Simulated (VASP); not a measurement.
The system is BaTiO3.

```
Ba Ti O
1.0
     4.00600    0.00000    0.00000
     0.00000    4.00600    0.00000
     0.00000    0.00000    4.00600
Ba Ti O
1 1 3
Direct
  0.50000 0.50000 0.50000
  0.00000 0.00000 0.00000
  0.00000 0.00000 0.50000
  0.00000 0.50000 0.00000
  0.50000 0.00000 0.00000
```

Base run:

| Property | Result |
| --- | --- |
| Program | VASP 6.6.1 |
| Functional | PBE |
| Potentials or basis | VASP PAW PBE potentials, release 64 (Ba_sv, Ti_sv, O) |
| Cutoff | 520 eV |
| k mesh | 8 × 8 × 8 |
| Occupations | gaussian, width 0.02 eV |
| Spin | no spin polarisation |

Its results: band gap on the k mesh 1.74 eV, indirect (least direct gap 1.89 eV); pressure 3.4 GPa.

**Question.** The run is repeated on the same cell with these changes: functional from PBE to r2SCAN. What comes out?

**Answer.** Band gap on the k mesh 2.13 eV, indirect (least direct gap 2.29 eV); pressure 0.3 GPa.

r2SCAN gives the wider gap, since meta-GGAs in the generalised Kohn-Sham scheme recover part of the derivative discontinuity.

Caveats: spin-orbit coupling is left out, which moves the levels of the heavy elements; the PAW data sets were made with another functional, which shifts forces and pressure a little (some runs).

Not every run made on this cell is shown here.
